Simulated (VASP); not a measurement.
# SiO2 (strained rutile), PBE single-point calculation: Ansatz's output and VASP's

```
Si O
1.0
     4.18519    0.00000    0.00000
     0.00000    4.18519    0.00000
     0.00000    0.00000    2.77559
Si O
2 4
Direct
  0.00000 0.00000 0.00000
  0.50000 0.50000 0.50000
  0.30574 0.30574 0.00000
  0.19426 0.80574 0.50000
  0.80574 0.19426 0.50000
  0.69426 0.69426 0.00000
```

Ansatz printed

```
SCF 1 converged in 6 iterations: F = -3546.937870 eV  dr2 = 3.43e-9
  greatest PAW one-centre occupation: 0.859 electrons in one spin orbital (limit 2), on the O atom at site 5 (counted from 0), in its partial waves of l = 0
NSCF: frozen V_eff on 6 k-points
SCF converged after 6 iterations
Free energy (F): -3546.937870 eV
Harris-Foulkes:  -3546.937870 eV  (|F-HF|=5.80e-10)
Internal energy: -3546.937870 eV  (E = F + TS)
E sigma→0 (E₀):  -3546.937870 eV
Fermi energy:    12.305533 eV
--- Per-component energies (eV) ---
  E_band       = 52.851174
  E_kinetic    = 808.339789
  E_local      = -1240.836008  (includes V_loc(G=0)·N_el)
  E_nonlocal   = 235.173645
  E_hartree    = 439.689579
  E_xc         = -410.422593
  E_vxc        = -477.627594  (∫ρ·V_xc dr)
  E_paw        = -1660.844797  (= ΣΔE_a)
  E_vpaw       = -151.589831  (= ΣTr[D̂ρ^β])
  E_aug_tail   = 0.010208  (compensation charges beyond the density's cutoff)
  E_ewald      = -1718.047694
  E_smearing   = -0.000000  (= −TS)
  E_closure    = -0.000000  (closes the sum)
  Σ components = -3546.937870   (vs F -3546.937870, Δ=0.00e0)
--- Forces (eV/Å), atoms counted from 1 ---
  atom   1  Si     0.00000000    -0.00000000     0.00000000
  atom   2  Si    -0.00000000    -0.00000000    -0.00000000
  atom   3  O     -0.02723305    -0.02723305     0.00000000
  atom   4  O      0.02723305    -0.02723305    -0.00000000
  atom   5  O     -0.02723305     0.02723305     0.00000000
  atom   6  O      0.02723305     0.02723305    -0.00000000
  max |Σ_I F_I| component: 1.73e-17 eV/Å
--- Stress (GPa, compression-positive) ---
        1.498930       0.000000       0.000000
        0.000000       1.498930       0.000000
        0.000000       0.000000     -15.674317
  P = ⅓ Tr σ = -4.2255 GPa (-42.255 kbar)
--- Band table (eV; the first three rows and the last of 60) ---
  k-point 0: bands = ["-12.1297", "-8.6515", "-8.6515", "-8.3497", "-0.6779", "3.9508", "3.9508", "4.0775", "4.3555", "5.1232", "6.7923", "6.7923", "7.3756", "9.1413", "9.1413", "9.9536", "14.6574", "15.9679", "17.6221", "17.6221", "20.6441"]
  k-point 1: bands = ["-12.0095", "-8.5962", "-8.5962", "-8.3544", "-0.6409", "4.0516", "4.0516", "4.0708", "4.2100", "4.9160", "6.3816", "6.3816", "6.9184", "9.0465", "9.0465", "9.8254", "15.1843", "16.6072", "18.1830", "18.1830", "19.9757"]
  k-point 2: bands = ["-11.6584", "-8.4459", "-8.4459", "-8.4074", "-0.5440", "3.5344", "4.1926", "4.3429", "4.3429", "4.6007", "5.4420", "5.4420", "6.0578", "8.7496", "8.7496", "9.4357", "16.2628", "18.1010", "19.5536", "19.5536", "19.5781"]
  k-point 59: bands = ["-9.3333", "-9.3333", "-8.2434", "-8.2434", "-0.5716", "-0.5716", "2.1225", "2.1225", "5.7035", "5.7035", "5.7060", "5.7060", "8.3810", "8.3810", "8.5189", "8.5189", "16.7203", "16.7203", "20.8297", "20.8297", "21.5168"]
```

Each program uses its own PAW datasets. VASP's cell holds 32 valence electrons and Ansatz's 32. Ansatz's stress includes a Pulay correction; VASP's doesn't.

Problem. What does VASP give for the same cell and level of theory?

Solution. gap between bands v and c 4.69 eV; least direct gap 4.69 eV; pressure -4.1 GPa; largest force 0.05 eV/Å.

From OUTCAR

```
k-points           NKPTS =     60   k-points in BZ     NKDIM =     60   number of bands    NBANDS=     25

   NELECT =      32.0000    total number of electrons

   dimension x,y,z NGX =    32 NGY =   32 NGZ =   24
   dimension x,y,z NGXF=    64 NGYF=   64 NGZF=   48

  energy-cutoff  :      520.00
  volume of cell :       48.62
      direct lattice vectors                 reciprocal lattice vectors
     4.185188799  0.000000000  0.000000000     0.238937847  0.000000000  0.000000000
     0.000000000  4.185188799  0.000000000     0.000000000  0.238937847  0.000000000
     0.000000000  0.000000000  2.775593487     0.000000000  0.000000000  0.360283307

 k-points in reciprocal lattice and weights: KPOINTS created by Atomic Simulation Env
   0.00000000  0.00000000  0.00000000       0.003
   0.16666667  0.00000000  0.00000000       0.011
   0.33333333  0.00000000  0.00000000       0.011
   0.50000000  0.00000000  0.00000000       0.006
   0.16666667  0.16666667  0.00000000       0.011
   0.33333333  0.16666667  0.00000000       0.022
   0.50000000  0.16666667  0.00000000       0.011
   0.33333333  0.33333333  0.00000000       0.011
   ...

 E-fermi :   8.0835

 k-point     1 :       0.0000    0.0000    0.0000
  band No.  band energies     occupation
      1     -14.3975      2.00000
      2     -10.9130      2.00000
      3     -10.9130      2.00000
      4     -10.6129      2.00000
      5      -2.9409      2.00000
      6       1.6835      2.00000
      7       1.6835      2.00000
      8       1.8225      2.00000
      9       2.0906      2.00000
     10       2.8621      2.00000
     11       4.5320      2.00000
     12       4.5320      2.00000
     13       5.1134      2.00000
     14       6.8907      2.00000
     15       6.8907      2.00000
     16       7.7030      2.00000
     17      12.3917      0.00000
     18      13.6956      0.00000
     19      15.3416      0.00000
     20      15.3416      0.00000
     21      18.3439      0.00000
     22      18.7575      0.00000
     23      21.7570      0.00000
     24      21.7570      0.00000
     25      23.1262      0.00000

 k-point     2 :       0.1667    0.0000    0.0000
  band No.  band energies     occupation
      1     -14.2544      2.00000
      2     -11.5095      2.00000
      3     -10.8433      2.00000
      4     -10.3230      2.00000
      5      -2.7121      2.00000
      6       0.9338      2.00000
      7       1.7063      2.00000
      8       2.2060      2.00000
      9       2.3197      2.00000
     10       3.4158      2.00000
     11       4.2320      2.00000
     12       4.5968      2.00000
     13       5.1849      2.00000
     14       6.3071      2.00000
     15       6.8472      2.00000
     16       7.4939      2.00000
     17      12.8660      0.00000
     18      13.9355      0.00000
     19      15.4343      0.00000
     20      15.4621      0.00000
     21      18.5740      0.00000
     22      19.1877      0.00000
     23      21.0318      0.00000
     24      21.2094      0.00000
     25      22.9684      0.00000

 k-point     3 :       0.3333    0.0000    0.0000
  band No.  band energies     occupation
      1     -13.8371      2.00000
      2     -12.3638      2.00000
      3     -10.6557      2.00000
      4     -10.2574      2.00000
      5      -2.1032      2.00000
      6      -0.1925      2.00000
      7       2.2874      2.00000
      8       2.5387      2.00000
      9       3.1692      2.00000
     10       3.6534      2.00000
     11       3.8517      2.00000
     12       4.7705      2.00000
     13       5.0723      2.00000
     14       5.1609      2.00000
     15       6.7467      2.00000
     16       7.0199      2.00000
     17      13.8289      0.00000
     18      14.4818      0.00000
     19      15.6620      0.00000
     20      15.8507      0.00000
     21      19.1767      0.00000
     22      19.2380      0.00000
     23      19.7259      0.00000
     24      21.3220      0.00000
     25      21.6121      0.00000

 k-point     4 :       0.5000    0.0000    0.0000
  band No.  band energies     occupation
      1     -13.1824      2.00000
      2     -13.1824      2.00000
      3     -10.4198      2.00000
      4     -10.4198      2.00000
      5      -1.2381      2.00000
      6      -1.2381      2.00000
      7       3.0470      2.00000
      8       3.0470      2.00000
      9       3.3081      2.00000
     10       3.3081      2.00000
     11       4.0338      2.00000
     12       4.0338      2.00000
     13       4.9908      2.00000
     14       4.9908      2.00000
     15       6.7231      2.00000
     16       6.7231      2.00000
     17      14.5818      0.00000
     18      14.5818      0.00000
     19      15.9834      0.00000
     20      15.9834      0.00000
     21      18.8500      0.00000
     22      18.8500      0.00000
     23      20.2745      0.00000
     24      20.2745      0.00000
     25      22.3870      0.00000

 ...

  Total        0.4428466      0.4428466     -4.6373105      0.0000000      0.0000000      0.0000000
  in kB       14.5941217     14.5941217   -152.8237293      0.0000000      0.0000000      0.0000000
  external PRESSURE =     -41.2118287 kB  Pullay stress =       0.0000000 kB

 POSITION                                       TOTAL-FORCE (eV/Angst)
 -----------------------------------------------------------------------------------
      0.00000      0.00000      0.00000         0.000000      0.000000      0.000000
      2.09259      2.09259      1.38780         0.000000      0.000000      0.000000
      1.27959      1.27959      0.00000        -0.032295     -0.032295     -0.000000
      0.81300      3.37219      1.38780         0.032295     -0.032295     -0.000000
      3.37219      0.81300      1.38780        -0.032295      0.032295      0.000000
      2.90560      2.90560      0.00000         0.032295      0.032295      0.000000
 -----------------------------------------------------------------------------------
    total drift:                                0.000000      0.000000      0.000000

  FREE ENERGIE OF THE ION-ELECTRON SYSTEM (eV)
  ---------------------------------------------------
  free  energy   TOTEN  =       -46.2418150577 eV

  energy  without entropy=      -46.2418150576  energy(sigma->0) =      -46.24181506
```
